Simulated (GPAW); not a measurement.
Runs of GPAW 26.7.0 on Te. It takes space group P3_121 (No. 152, trigonal). The conventional cell has a = 4.454 Å, b = 4.454 Å, c = 5.924 Å, α = 90.00°, β = 90.00°, γ = 120.00°. Te (site symmetry 2) is surrounded by 2 Te at 2.86 Å. 

| task | level | potentials or basis | cell | k mesh | cutoff (eV) | maxiter | optimizer | fmax | max steps | target pressure | other keys | gap on the mesh (eV) | pressure (GPa) |
| --- | --- | --- | --- | --- | --- | --- | --- | --- | --- | --- | --- | --- | --- |
| relaxation of cell and atoms | PBEsol | PAW data sets generated in the run's folder for this functional, pw | relaxed to 30 GPa | 5 × 5 × 4 | 600 | 150 | BFGS | 0.02 eV/Å | 60 | 30 GPa | - | none | 30.0 |
| relaxation of cell and atoms | PBEsol | PAW data sets generated in the run's folder for this functional, pw | relaxed to 5 GPa | 5 × 5 × 4 | 600 | 150 | BFGS | 0.02 eV/Å | 60 | 5 GPa | - | (a) | 5.0 |
| relaxation of cell and atoms | PBEsol | PAW data sets generated in the run's folder for this functional, pw | relaxed to 2 GPa | 5 × 5 × 4 | 600 | 150 | BFGS | 0.02 eV/Å | 60 | 2 GPa | - | 0.45 | 2.0 |
| relaxation of cell and atoms | PBEsol | PAW data sets generated in the run's folder for this functional, pw | relaxed | 5 × 5 × 4 | 600 | 150 | BFGS | 0.02 eV/Å | 60 | - | - | 0.46 | 0.0 |
| one-shot levels on a semilocal density | SCAN | GPAW PAW data sets (gpaw-data 1.2.1), pw | volume scaled by 0.96 | 4 × 4 × 3 | 450 | 80 | - | - | - | - | several, not listed | 0.87 | - |
| relaxation of cell and atoms | PBEsol | PAW data sets generated in the run's folder for this functional, pw | relaxed to 10 GPa | 5 × 5 × 4 | 600 | 150 | BFGS | 0.02 eV/Å | 60 | 10 GPa | - | none | 10.0 |
| relaxation of cell and atoms | PBEsol | PAW data sets generated in the run's folder for this functional, pw | relaxed to 20 GPa | 5 × 5 × 4 | 600 | 150 | BFGS | 0.02 eV/Å | 60 | 20 GPa | - | none | 20.0 |

Alike in all rows: no spin polarisation; smearing fermi-dirac 0.05 eV.

Q: Estimate the missing entries.

A: (a) 0.26.

Caveats: later steps reuse the first step's grids (some runs); spin-orbit coupling is left out, which moves the levels of the heavy elements (some runs); an odd mesh through Γ misses points on the zone boundary, where band edges often lie (some runs); energy and the plain gap are those of the semilocal run (some runs); the hybrids' values are one shot on its orbitals and mesh (some runs); the PAW data sets were made with another functional, which shifts forces and pressure a little (some runs).

A k mesh can miss the band edges, and the runs leave out spin-orbit coupling on Te.

A gap of «none» marks a metal or a gap under the smearing width.

Runs at the PBE level aren't shown here.
